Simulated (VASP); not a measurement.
Input of a VASP 6.6.1 run:

INCAR

```
  PREC = Accurate
  ENCUT = 600
  EDIFF = 1E-7
  ISMEAR = -1
  SIGMA = 0.05
  LREAL = False
  LASPH = True
  NELM = 80
  ALGO = Fast
  ISIF = 3
  LWAVE = False
  LCHARG = False
  GGA = BO
  LUSE_VDW = True
  AGGAC = 0.0
  PARAM1 = 0.1833333333
  PARAM2 = 0.22
  IBRION = 2
  NSW = 60
  EDIFFG = -0.005
```

Contents of KPOINTS:

```
Automatic mesh
0
Gamma
  6 6 8
```

Contents of POSCAR:

```
SnO2
1.0
    4.7380000000      0.0000000000      0.0000000000
    0.0000000000      4.7380000000      0.0000000000
    0.0000000000      0.0000000000      3.1865000000
Sn O
2 4
Direct
    0.5000000000      0.5000000000      0.5000000000
    0.0000000000      0.0000000000      0.0000000000
    0.8071000000      0.1929000000      0.5000000000
    0.6929000000      0.6929000000      0.0000000000
    0.1929000000      0.8071000000      0.5000000000
    0.3071000000      0.3071000000      0.0000000000
```

Potentials or basis: VASP PAW PBE potentials, release 64 (Sn_d, O).

Launch:

```bash
$ cat potpaw_PBE.64/Sn_d/POTCAR potpaw_PBE.64/O/POTCAR > POTCAR
$ mpirun -np 1 vasp_std > vasp.out
```

(1) Estimate the space group after relaxing (to 0.05 Å).

(2) Predict the relaxed volume.

(3) Estimate the band gap on the k mesh.

Results:

(1) P4_2/mnm (No. 136).

(2) 12.48 Å³/atom.

(3) 0.72 eV, direct.

Caveat: the PAW data sets were made with another functional, which shifts forces and pressure a little; spin-orbit coupling is left out, which moves the levels of the heavy elements.
